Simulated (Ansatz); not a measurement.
# SiO2 — O-17 nuclear quadrupole resonance

Cell: a Materials Project structure (computed, not necessarily an observed phase), taken as it stands.

```cif
data_SiO2
_symmetry_space_group_name_H-M 'Pmma'
_symmetry_Int_Tables_number 51
_cell_length_a 5.2383
_cell_length_b 7.4406
_cell_length_c 8.1229
_cell_angle_alpha 90.000
_cell_angle_beta 90.000
_cell_angle_gamma 90.000
loop_
_atom_site_label
_atom_site_type_symbol
_atom_site_symmetry_multiplicity
_atom_site_Wyckoff_symbol
_atom_site_fract_x
_atom_site_fract_y
_atom_site_fract_z
Si1 Si 4 k 0.2500 0.2113 0.1053
Si5 Si 2 f 0.2500 0.5000 0.3869
O7 O 4 g 0.0000 0.2627 0.0000
O11 O 2 e 0.2500 0.0000 0.1483
O13 O 4 k 0.2500 0.3219 0.2744
O17 O 2 d 0.5000 0.5000 0.5000
```

One atom of each set is listed.

Method: Kohn–Sham DFT in Ansatz, PBE, plane waves and PAW (field gradients read without the response of the frozen cores, which leaves them typically 4 to 6 % off), scalar-relativistic, 420 eV cutoff, Γ-centred 4×3×3 k-points, Fermi–Dirac smearing 0.02 eV.

O-17: I = 5/2, Q = -25.58 mb (year-2017 value). Static lattice, zero field.

Task: Predict the zero-field O-17 lines of each site.

Result: For I = 5/2 and η = 0 the lines are 3|C_Q|/20 and twice that; η pulls their ratio below 2.

| site | atoms | V_zz (10²¹ V/m²) | C_Q (MHz) | η | line frequencies (MHz) |
| --- | --- | --- | --- | --- | --- |
| O7 | 4 | 9.93 | -6.14 | 0.12 | 0.934, 1.84 |
| O11 | 2 | 9.98 | -6.17 | 0.09 | 0.933, 1.85 |
| O13 | 4 | 10.17 | -6.29 | 0.11 | 0.955, 1.88 |
| O17 | 2 | 10.69 | -6.61 | 0.01 | 0.992, 1.98 |

At O7, O11 and O13 V_zz runs parallel to the line that joins its two neighbours (within 1°) in each case. At O17 V_zz points along the line of its two bonds (within 1°).

The largest force is 0.3 eV/Å, so the atoms aren't at the calculated equilibrium and relaxing them would move these values.

Hardware: 1 thread of AMD EPYC 9R14 (Zen 4) (x86_64; 16 cores open to the job, memory cap 3.0 GiB, no GPU), a shared host with a load of 0.2 a core. Wall time 10 s, CPU time 10 s, peak memory 0.6 GiB.
